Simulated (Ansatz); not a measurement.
**MgS: computed properties**

Computed with DFT PBEsol, scalar-relativistic, plane waves, PAW (Ansatz).

Cutoff 420 eV; k points 8×8×8 on the computed 2-atom cell (Γ-centred); Gaussian smearing, width 0.02 eV; no spin polarisation.

The structure is relaxed at this level of theory with its symmetry kept.

```yaml
crystal:
  lattice:
    - [0.00000, 2.59099, 2.59099]
    - [2.59099, 0.00000, 2.59099]
    - [2.59099, 2.59099, 0.00000]
  atoms:
    - { symbol: Mg, position: [0.00000, 0.00000, 0.00000] }
    - { symbol: S, position: [0.50000, 0.50000, 0.50000] }
```

| Item | Value |
| --- | --- |
| Space group | Fm-3m (No. 225) |
| Volume per atom | 17.39 Å³ |
| Formation energy from the elements' standard states (uncorrected) | -1.488 eV/atom |
| Kohn–Sham band gap | 2.73 eV, indirect from Γ to X |
| Löwdin character of the top 1 eV of the valence band | S 3p 97 % |
| Löwdin character of the lowest 1 eV of the conduction band | Mg 3s 73 %, unprojected 17 % |
| Electron masses at the edge by Cartesian direction of the standard setting (m_e; degenerate bands sorted by energy; no spin-orbit coupling) | x: 0.53; y: 0.29; z: 0.29 |
| Hole masses at the edge by Cartesian direction of the standard setting (m_e; degenerate bands sorted by energy; no spin-orbit coupling) | x: 0.92, 0.92, 0.25; y: 0.92, 0.92, 0.25; z: 0.92, 0.92, 0.25 |
| Bulk modulus | 78 GPa |
| Its pressure derivative | 4.1 |
| Electronic dielectric constant xx, yy, zz of the standard setting (independent particles) | 6.1, 6.1, 6.1 |
| Bader charges (e) | Mg (1 in the cell) 1.67, S (1 in the cell) -1.67 |